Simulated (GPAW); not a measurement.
Runs of GPAW 26.7.0 on PtSe2 (Sudovikovite). The structure is trigonal, space group P-3m1 (No. 164). Conventional cell: a = 3.724 Å, b = 3.724 Å, c = 5.062 Å, α = 90.00°, β = 90.00°, γ = 120.00°. Pt (site symmetry -3m) has 6 Se at 2.49 Å as nearest neighbours. Se (site symmetry 3m) is surrounded by 3 Pt at 2.49 Å. 

| task | level | potentials or basis | spin | cell | k mesh | cutoff (eV) | maxiter | optimizer | fmax | max steps | band path | mesh quality | gap on the mesh (eV) | pressure (GPa) | largest force (eV/Å) |
| --- | --- | --- | --- | --- | --- | --- | --- | --- | --- | --- | --- | --- | --- | --- | --- |
| relaxation of cell and atoms | MS2 | GPAW PAW data sets (gpaw-data 1.2.1), pw | off | relaxed | 6 × 6 × 4 | 600 | 150 | LBFGS | 0.02 eV/Å | 40 | - | not flagged | (a) | 0.1 | 0.01 |
| single point | B3LYP | GPAW PAW data sets (gpaw-data 1.2.1), pw | off | as given | 3 × 3 × 2 | 450 | 60 | - | - | - | - | coarse | 0.37 | - | - |
| band structure | PBEsol | PAW data sets generated in the run's folder for this functional, pw | SOC, no magnetisation | as given | 6 × 6 × 4 | 600 | 150 | - | - | - | GMKGALHA,LM,KH | not flagged | - | 2.2 | (b) |
| band structure | BEEF-vdW | GPAW PAW data sets (gpaw-data 1.2.1), pw | SOC, no magnetisation | as given | 6 × 6 × 4 | 600 | 150 | - | - | - | GMKGALHA,LM,KH | not flagged | - | - | 0.97 |
| band structure | SCAN | GPAW PAW data sets (gpaw-data 1.2.1), pw | SOC, no magnetisation | as given | 6 × 6 × 4 | 600 | 150 | - | - | - | GMKGALHA,LM,KH | not flagged | - | 1.7 | (c) |
| band structure | LDA | JTH PAW 2.0, LDA, pw | off | as given | 6 × 6 × 4 | 600 | 150 | - | - | - | GMKGALHA,LM,KH | not flagged | - | -0.2 | 0.24 |
| band structure | LDA | the program's PAW data sets (release 1.2.1) made for this functional, pw | SOC, no magnetisation | as given | 6 × 6 × 4 | 600 | 150 | - | - | - | GMKGALHA,LM,KH | not flagged | - | -0.7 | 0.19 |

Alike in all rows: smearing fermi-dirac 0.05 eV.

Problem. Fill in the values left out.

Solution. (a) 1.02; (b) 0.36; (c) 0.04.

Caveats: some runs use coarse meshes; the PAW data sets were made with another functional, which shifts forces and pressure a little (some runs); spin-orbit coupling was added after a scalar SCF, so levels and gaps hold it while energy, forces, pressure and moments don't (some runs); this program's spin-orbit splittings come out too wide for heavy elements (some runs); spin-orbit coupling is left out, which moves the levels of the heavy elements (some runs); later steps reuse the first step's grids (some runs); exact exchange converges slowly with the k mesh, and this mesh is small (some runs).

A k mesh can miss the band edges, and rows without SOC leave out spin-orbit coupling on Pt, Se.

The runs don't all hold the same shells in valence.

Runs at the PBE level aren't shown here.
